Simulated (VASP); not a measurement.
**WSe2: phonons with PBE+D3(BJ)**

WSe2:

```
CELL_PARAMETERS angstrom
3.28134 0.00000 0.00000
-1.64067 2.84173 0.00000
0.00000 0.00000 12.79166
ATOMIC_POSITIONS crystal
W 0.33333 0.66667 0.25000
W 0.66667 0.33333 0.75000
Se 0.33333 0.66667 0.61819
Se 0.66667 0.33333 0.11819
Se 0.33333 0.66667 0.88181
Se 0.66667 0.33333 0.38181
```

| Quantity | Value |
| --- | --- |
| Program | VASP 6.6.1 |
| Task | phonons |
| Functional | PBE |
| Dispersion | D3(BJ) |
| Potentials or basis | VASP PAW PBE potentials, release 64 (W_sv, Se) |
| Cutoff | 600 eV |
| k mesh | 9 × 9 × 2 |
| Occupations | gaussian, width 0.03 eV |
| Spin | no spin polarisation |
| By perturbation theory | no |
| Further INCAR settings | ALGO = Fast; EDIFF = 1e-08; IBRION = 6; POTIM = 0.015; NSW = 1 |

```json
{
 "Highest phonon frequency at Γ, LO-TO splitting left out": "305 cm⁻¹",
 "Dispersion energy per atom": "-0.475 eV"
}
```

Phonon frequencies in cm⁻¹ (negative: imaginary):
```
              q point                                                     frequencies
(0.000, 0.000, 0.000)  0 0 0 27 27 45 171 171 173 173 242 242 242 242 245 251 302 305
```

Wall time 14 min on 2 MPI ranks on Intel(R) Xeon(R) Platinum 8559C (Emerald Rapids) (shared host), peak memory 0.69 GiB a rank.

The run has no spin-orbit coupling, so splittings on W are missing.
